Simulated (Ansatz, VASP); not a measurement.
**Bi in VASP and in Ansatz**

The input POSCAR:

```
Bi
1.0
   -1.9992039637      1.9992039637      1.9992039637
    1.9992039637     -1.9992039637      1.9992039637
    1.9992039637      1.9992039637     -1.9992039637
Bi
1
Direct
    0.0000000000      0.0000000000      0.0000000000
```

The input INCAR.step1:

```
SYSTEM = Bi
PREC = Accurate
ENCUT = 520
ISMEAR = 0
SIGMA = 0.1
LREAL = .False.
LASPH = .True.
NELM = 100
NBANDS = 14
GGA = PE
ALGO = Normal
EDIFF = 1E-4
LWAVE = .True.
LCHARG = .False.
```

INCAR.step2

```
SYSTEM = Bi
PREC = Accurate
ENCUT = 520
EDIFF = 1E-6
ISMEAR = 0
SIGMA = 0.1
LREAL = .False.
LASPH = .True.
NELM = 100
ALGO = Normal
ISIF = 2
LWAVE = .False.
LCHARG = .False.
METAGGA = R2SCAN
LMIXTAU = .True.
NBANDS = 14
ISTART = 1
```

The input KPOINTS:

```
Automatic mesh
0
Gamma
  16 16 16
  0 0 0
```

Input for Ansatz:

```yaml
crystal:
  lattice:
    - [-1.9992039637, 1.9992039637, 1.9992039637]
    - [1.9992039637, -1.9992039637, 1.9992039637]
    - [1.9992039637, 1.9992039637, -1.9992039637]
  atoms:
    - { symbol: Bi, position: [0.0, 0.0, 0.0] }
basis:
  ecutwfc: 500
kpoints:
  mp_grid: { grid: [16, 16, 16] }
hamiltonian:
  xc: r2scan
scf:
  occupations: { method: gaussian, width: 0.1 }
output:
  forces: true
  stress: true
  eigenvalues: true
```

Alike in both runs: task single point; functional r2SCAN; k mesh 16 × 16 × 16; occupations gaussian, width 0.1 eV; no spin polarisation.

|  | VASP | Ansatz |
| --- | --- | --- |
| version | VASP 6.6.1 | Ansatz 0.2.0 |
| potentials or method | VASP PAW PBE potentials, release 64 (Bi_d) | scalar-relativistic, plane waves, PAW |
| plane-wave cutoff (eV) | 520 | 500 |
| valence electrons in the cell | 15 | 15 |

```tsv
	VASP	Ansatz	Ansatz less VASP
gap on the k mesh at the Fermi level (eV)	none	none	-
pressure (GPa)	-1.5	-1.4	+0.04
```

A gap of «none» marks a metal or a gap that the smearing closes. The functional is the same, so the differences come from potentials, cutoffs and numerics.

Caveats: the PAW data sets were made with another functional, which shifts forces and pressure a little (VASP); spin-orbit coupling is left out, which moves the levels of the heavy elements.
